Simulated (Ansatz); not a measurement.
# SrTiO3: a trial structure relaxed, part 2 of 2

The task: take a trial cell of SrTiO3 to zero force and stress.

Ansatz 0.2.0; DFT PBE, scalar-relativistic, plane waves, PAW.

## (4) Final relaxation

The end of the coarse run is made exact in the group found at a tolerance of 0.06 Å and reduced to its primitive cell. The moments had died out, so spin is switched off.

The input, input.yaml:

```yaml
crystal:
  lattice:
    - [3.9368288644, 0.0, 0.0]
    - [0.0, 3.9368288644, 0.0]
    - [0.0, 0.0, 3.9368288644]
  atoms:
    - { symbol: Sr, position: [0.5, 0.5, 0.5] }
    - { symbol: Ti, position: [0.0, 0.0, 0.0] }
    - { symbol: O, position: [0.0, 0.0, 0.5] }
    - { symbol: O, position: [0.0, 0.5, 0.0] }
    - { symbol: O, position: [0.5, 0.0, 0.0] }
basis:
  ecutwfc: 420
kpoints:
  mp_grid: { grid: [8, 8, 8] }
hamiltonian:
  xc: pbe
scf:
  occupations: { method: gaussian, width: 0.02 }
output:
  forces: true
  stress: true
  eigenvalues: true
  write_density: true
  write_potential: true
  elf: true
  volumetric_format: npy
relax:
  adjacent_minimum: "off"
  f_tol: 0.01
  max_steps: 80
  cell: { stress_tol: 0.05 }
```

Launch:

```
> ansatz run input.yaml --threads 1 --pin off --max-ram 2560MiB --backend cpu --events-out ev --progress --plain --runs-dir out
```

What it wrote, cut to the lines that bear on the results:

```text
Warning: RAYON_NUM_THREADS=1 ignored (pool sized by the plan → 1); use --threads N
[...]
Pseudopotentials: kind: paw
Pseudopotential: Sr, paw, valence charge 10, recommended cutoff 420 eV (normal), Sr.paw.azcp
Pseudopotential: Ti, paw, valence charge 12, recommended cutoff 420 eV (normal), Ti.paw.azcp
Pseudopotential: O, paw, valence charge 6, recommended cutoff 420 eV (normal), O.paw.azcp
Functional definition: PBE
[...]
Crystal: 5 atoms, lattice volume = 61.015 Å³
Basis set: ecut = 420 eV, 1213 PW (Γ), exchange–correlation on 54×54×54 points (8 copies of the dense FFT grid, shifted against one another)
Bands: 25, of which v1, the nominal top of the filled ones, is band 20 counted from 1 (19 counted from 0)
Symmetry: 48 space group operations
Space group: Pm-3m (ITA 221), of the structure as read, at distance tolerance 3.9e-5 Å
k-points: 35 of 512
[...]
  atom   3  O      0.00000000     0.00000000     0.00000000
  atom   4  O      0.00000000     0.00000000    -0.00000000
  atom   5  O      0.00000000    -0.00000000     0.00000000
[...]
--- Stress (GPa, compression-positive) ---
       -0.047339       0.000000       0.000000
       -0.000000      -0.047339       0.000000
        0.000000       0.000000      -0.047339
  P = ⅓ Tr σ = -0.0473 GPa (-0.473 kbar)
--- Band table (eV; the first three rows and the last of 35) ---
[... band rows left out ...]
[...]
--- Relaxed structure (1 steps of the walk, 1 accepted, 1 SCFs on fresh bases) ---
  F+E_penalty+E_count = -7754.48741208 eV   max|allowed force component| = 4.825e-30 eV/Å   (the final SCF, on the basis selected at the relaxed cell)
  cell:  # Å, volume = 61.0154 Å³
    - [3.9368288644, 0.0, 0.0]
    - [0.0, 3.9368288644, 0.0]
    - [0.0, 0.0, 3.9368288644]
  atoms:
    - { symbol: Sr, position: [0.5, 0.5, 0.5] }
    - { symbol: Ti, position: [0.0, 0.0, 0.0] }
    - { symbol: O, position: [0.0, 0.0, 0.5] }
    - { symbol: O, position: [0.0, 0.5, 0.0] }
    - { symbol: O, position: [0.5, 0.0, 0.0] }
```

Wall time 8.6 s (1 thread of Arm Neoverse V1, shared host); peak memory 0.36 GiB.

Step by step:

```
step  energy from step 1 (eV/cell)  largest force component (eV/Å)  pressure (GPa)  volume (Å³)
   1                        0.0000                          0.0000           -0.05        61.02
   2                        0.0000                          0.0000           -0.05        61.02
```

Step 1 is the start. Step 2 repeats the geometry before it on a plane-wave basis chosen anew for that cell, so its energy need not be comparable with the rows above.

|  | before | after | change |
| --- | --- | --- | --- |
| a (Å) | 3.937 | 3.937 | 0.0 % |
| b (Å) | 3.937 | 3.937 | 0.0 % |
| c (Å) | 3.937 | 3.937 | 0.0 % |
| volume (Å³/atom) | 12.20 | 12.20 | 0.0 % |
| shortest distance (Å) | 1.968 | 1.968 | 0.0 % |
| space group (0.01 Å) | Pm-3m | Pm-3m | same |

Forces and stress were held to the start's 48 operations: a distortion of lower symmetry was not tested.

Density in a lattice plane of the grid's cell (edges 3.94 and 3.94 Å, at 0.000 of the third edge), which holds Ti and O.

Values in e/Å³, 12 rows by 12 columns:
```
 8.12  5.75  1.78  0.51  1.20  3.47  5.30  3.47  1.20  0.51  1.78  5.75
 2.91  1.78  0.53  0.27  0.50  1.09  1.58  1.09  0.50  0.27  0.53  1.78
 0.68  0.51  0.27  0.16  0.18  0.27  0.32  0.27  0.18  0.16  0.27  0.51
 1.77  1.20  0.50  0.18  0.10  0.10  0.10  0.10  0.10  0.18  0.50  1.20
 5.35  3.47  1.09  0.27  0.10  0.05  0.04  0.05  0.10  0.27  1.09  3.47
 7.66  5.30  1.58  0.32  0.10  0.04  0.03  0.04  0.10  0.32  1.58  5.30
 5.35  3.47  1.09  0.27  0.10  0.05  0.04  0.05  0.10  0.27  1.09  3.47
 1.77  1.20  0.50  0.18  0.10  0.10  0.10  0.10  0.10  0.18  0.50  1.20
 0.68  0.51  0.27  0.16  0.18  0.27  0.32  0.27  0.18  0.16  0.27  0.51
 2.91  1.78  0.53  0.27  0.50  1.09  1.58  1.09  0.50  0.27  0.53  1.78
 8.12  5.75  1.78  0.51  1.20  3.47  5.30  3.47  1.20  0.51  1.78  5.75
10.02  8.12  2.91  0.68  1.77  5.35  7.66  5.35  1.77  0.68  2.91  8.12
```
Columns run along the first of these edges and rows up along the second, over one cell in 12 and 12 even steps from the bottom left corner. Atoms in the plane (fractional): Ti at (0.00, 0.00), O at (0.00, 0.50), O at (0.50, 0.00).

ELF in the same plane.

Values, 12 rows by 12 columns:
```
0.37 0.58 0.45 0.17 0.74 0.77 0.62 0.77 0.74 0.17 0.45 0.58
0.56 0.45 0.17 0.13 0.58 0.79 0.81 0.79 0.58 0.13 0.17 0.45
0.20 0.17 0.13 0.08 0.23 0.51 0.63 0.51 0.23 0.08 0.13 0.17
0.76 0.74 0.58 0.23 0.08 0.12 0.19 0.12 0.08 0.23 0.58 0.74
0.63 0.77 0.79 0.51 0.12 0.03 0.03 0.03 0.12 0.51 0.79 0.77
0.21 0.62 0.81 0.63 0.19 0.03 0.02 0.03 0.19 0.63 0.81 0.62
0.63 0.77 0.79 0.51 0.12 0.03 0.03 0.03 0.12 0.51 0.79 0.77
0.76 0.74 0.58 0.23 0.08 0.12 0.19 0.12 0.08 0.23 0.58 0.74
0.20 0.17 0.13 0.08 0.23 0.51 0.63 0.51 0.23 0.08 0.13 0.17
0.56 0.45 0.17 0.13 0.58 0.79 0.81 0.79 0.58 0.13 0.17 0.45
0.37 0.58 0.45 0.17 0.74 0.77 0.62 0.77 0.74 0.17 0.45 0.58
0.00 0.37 0.56 0.20 0.76 0.63 0.21 0.63 0.76 0.20 0.56 0.37
```
Columns run along the first of these edges and rows up along the second, over one cell in 12 and 12 even steps from the bottom left corner. Atoms in the plane (fractional): Ti at (0.00, 0.00), O at (0.00, 0.50), O at (0.50, 0.00).

Both are smooth fields of the valence electrons: close to the nuclei they are not physical.

Maxima of ELF outside the ion cores: 0.83 in the shell around O, 0.6 Å from O.

## (5) Variant: occupations.method cold, occupations.width 0.005

input.yaml: that of step 4 with these lines changed.

```diff
@@ -18,15 +18,6 @@
 scf:
-  occupations: { method: gaussian, width: 0.02 }
+  occupations: { method: cold, width: 0.005 }
 output:
   forces: true
+  eigenvalues: true
   stress: true
-  eigenvalues: true
-  write_density: true
-  write_potential: true
-  elf: true
-  volumetric_format: npy
-relax:
-  adjacent_minimum: "off"
-  f_tol: 0.01
-  max_steps: 80
-  cell: { stress_tol: 0.05 }
```

Launch:

```
> ansatz run input.yaml --threads 1 --pin off --max-ram 2560MiB --backend cpu --events-out ev --progress --plain --runs-dir out
```

What it wrote, cut to the lines that bear on the results:

```text
Warning: RAYON_NUM_THREADS=1 ignored (pool sized by the plan → 1); use --threads N
[...]
[... 5 set-up lines as earlier in the session ...]
[...]
Crystal: 5 atoms, lattice volume = 61.015 Å³
Basis set: ecut = 420 eV, 1213 PW (Γ), exchange–correlation on 54×54×54 points (8 copies of the dense FFT grid, shifted against one another)
Bands: 25, of which v1, the nominal top of the filled ones, is band 20 counted from 1 (19 counted from 0)
[... 2 set-up lines as earlier in the session ...]
k-points: 35 of 512
[...]
Free energy (F): -7754.487412 eV
[...]
E sigma→0 (E₀):  -7754.487412 eV
Fermi energy:    10.578974 eV
Step filling:    the computed levels leave a gap of 1.8412 eV = 368.2 smearing widths at the electron count; against every level under it full and every level over it empty, smearing changes F+E_penalty+E_count by +0.00e0 meV and its σ→0 estimate by +0.00e0 meV
[...]
--- Forces (eV/Å), atoms counted from 1 ---
  atom   1  Sr    -0.00000000     0.00000000     0.00000000
  atom   2  Ti    -0.00000000     0.00000000     0.00000000
  atom   3  O      0.00000000     0.00000000     0.00000000
  atom   4  O      0.00000000     0.00000000    -0.00000000
  atom   5  O     -0.00000000    -0.00000000     0.00000000
[...]
--- Stress (GPa, compression-positive) ---
       -0.047527       0.000000      -0.000000
        0.000000      -0.047527       0.000000
       -0.000000      -0.000000      -0.047527
  P = ⅓ Tr σ = -0.0475 GPa (-0.475 kbar)
--- Band table (eV; the first three rows and the last of 35) ---
[... band rows left out ...]
[...]
```

It took 3.3 s on 1 thread of Arm Neoverse V1, shared host; peak memory 0.34 GiB.

```
    run     ending       energy change  pressure (GPa)  gap (eV)  force (eV/Å)  cycles   time
 step 4  converged                   0             0.0      1.84          0.00       -  8.6 s
variant  converged  0.0 meV/atom (σ→0)             0.0      1.84          0.00       6  3.3 s
```

The changed input (smearing) leaves the energy the same to the digits printed.

## (6) Summary of results

The summary covers parts 1 to 2. Changes of volume or cell count from the first structure of part 1.

```
                                                              quantity                                                                      value
                                symmetry at the end (tolerance 0.02 Å)                                                space group Pm-3m (No. 221)
                                                     conventional cell  a = 3.937 Å, b = 3.937 Å, c = 3.937 Å, α = 90.00°, β = 90.00°, γ = 90.00°
                                                                volume                                                              12.20 Å³/atom
energy over the elements (uncorrected; H, N, O, F and Cl as molecules)                                                              -3.14 eV/atom
                                                       gap on the mesh                                                                    1.84 eV
```

In words: The symmetry goes from space group P4/mmm (No. 123) to space group Pm-3m (No. 221), and the volume per atom shrinks by 8.9 % from the first guess. A negative formation energy is needed for stability but isn't enough; other structures and compounds were not set against it here. No finished test with a distortion of lower symmetry is shown, so the end may be a saddle point. Other magnetic orders were not searched. Against the measured lattice constant a of SrTiO3, 3.9052 Å (300 K; ceramic; “Glass-like thermal conductivity in SrTiO3 thermoelectrics induced by A-site vacancies”, 2014, arxiv:1411.0410), the calculated 3.937 Å is off by +0.8 %. 2 values of this kind are on record (3.9036 to 3.9052 Å); this one was drawn at random, those with a stated uncertainty first. That is the cell relaxed with PBE. The calculation is for a static lattice.
